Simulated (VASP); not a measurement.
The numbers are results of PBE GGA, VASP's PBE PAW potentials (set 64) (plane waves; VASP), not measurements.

Input for VASP

KPOINTS:
```
Automatic mesh
0
Gamma
6 6 6
0 0 0
```

**INCAR**
```
SYSTEM=LaAlO3
PREC=Accurate; ENCUT=520; LREAL=.FALSE.
LASPH=.TRUE.
EDIFF=1E-7; NELM=100; ALGO=Normal
LMAXMIX=6
ISMEAR=0; SIGMA=0.05
GGA=PE
ISIF=2
LWAVE=.FALSE.; LCHARG=.FALSE.
```

POSCAR:
```
LaAlO3
7.5430250
  0.5000000027   0.0000000000   0.0000000000
  0.0000000000   0.5000000027   0.0000000000
  0.0000000000   0.0000000000   0.5000000027
La Al O
1 1 3
Cart
  0.0000000000   0.0000000000   0.0000000000
  0.2500000013   0.2500000013   0.2500000013
  0.2500000013   0.0000000000   0.2500000013
  0.0000000000   0.2500000013   0.2500000013
  0.2500000013   0.2500000013   0.0000000000
```

POTCAR, in this order: La Al O (PBE.64 set). Program: vasp_std.

Output

### OSZICAR
```
       N       E                     dE             d eps       ncg     rms          rms(c)
DAV:   1     0.321735916674E+03    0.32174E+03   -0.14032E+04   840   0.244E+03
DAV:   2     0.397980627067E+02   -0.28194E+03   -0.25509E+03   976   0.376E+02
DAV:   3    -0.372954979669E+02   -0.77094E+02   -0.74593E+02  1208   0.203E+02
DAV:   4    -0.438874268557E+02   -0.65919E+01   -0.65240E+01  1312   0.517E+01
DAV:   5    -0.442822556644E+02   -0.39483E+00   -0.39461E+00  1156   0.129E+01    0.128E+01
DAV:   6    -0.399101134461E+02    0.43721E+01   -0.29039E+01  1192   0.345E+01    0.492E+00
DAV:   7    -0.399658792999E+02   -0.55766E-01   -0.11891E+00  1372   0.942E+00    0.254E+00
DAV:   8    -0.399680005118E+02   -0.21212E-02   -0.11507E-01  1180   0.370E+00    0.501E-01
DAV:   9    -0.399673058048E+02    0.69471E-03   -0.22833E-02  1472   0.136E+00    0.176E-01
DAV:  10    -0.399676612459E+02   -0.35544E-03   -0.15081E-03  1204   0.336E-01    0.556E-02
DAV:  11    -0.399676535666E+02    0.76792E-05   -0.25079E-04  1400   0.152E-01    0.138E-02
DAV:  12    -0.399676550307E+02   -0.14641E-05   -0.10372E-05  1224   0.273E-02    0.466E-03
DAV:  13    -0.399676551330E+02   -0.10226E-06   -0.29524E-06  1512   0.152E-02    0.108E-03
DAV:  14    -0.399676550013E+02    0.13166E-06   -0.24290E-07   816   0.539E-03    0.454E-04
DAV:  15    -0.399676549641E+02    0.37204E-07   -0.11690E-07   720   0.303E-03
   1 F= -.39967655E+02 E0= -.39967655E+02  d E =-.348927E-16
```

**OUTCAR**
```
------------------------ aborting loop because EDIFF is reached ----------------------------------------
  FORCE on cell =-STRESS in cart. coord.  units (eV):
  Direction    XX          YY          ZZ          XY          YZ          ZX
  --------------------------------------------------------------------------------------
  Total        2.1414523      2.1414523      2.1414523     -0.0000000     -0.0000000      0.0000000
  in kB       63.9546786     63.9546786     63.9546786     -0.0000000     -0.0000000      0.0000000
  external PRESSURE =      63.9546786 kB  Pullay stress =       0.0000000 kB
  volume of cell :       53.65
      direct lattice vectors                 reciprocal lattice vectors
     3.771512520  0.000000000  0.000000000     0.265145613  0.000000000  0.000000000
     0.000000000  3.771512520  0.000000000     0.000000000  0.265145613  0.000000000
     0.000000000  0.000000000  3.771512520     0.000000000  0.000000000  0.265145613
 POSITION                                       TOTAL-FORCE (eV/Angst)
 -----------------------------------------------------------------------------------
      0.00000      0.00000      0.00000         0.000000      0.000000      0.000000
      1.88576      1.88576      1.88576         0.000000      0.000000      0.000000
      1.88576      0.00000      1.88576         0.000000      0.000000      0.000000
      0.00000      1.88576      1.88576         0.000000      0.000000      0.000000
      1.88576      1.88576      0.00000         0.000000      0.000000      0.000000
 -----------------------------------------------------------------------------------
    total drift:                                0.000000      0.000000      0.000000
  FREE ENERGIE OF THE ION-ELECTRON SYSTEM (eV)
  ---------------------------------------------------
  free  energy   TOTEN  =       -39.9676549641 eV

  energy  without entropy=      -39.9676549641  energy(sigma->0) =      -39.96765496
```
(Selected blocks of OUTCAR.)

The compound is LaAlO3 in the cubic perovskite structure, the ideal cubic form; the compound distorts at low or room temperature. This cell is one point of a volume scan, at 0.97 of the reference volume.
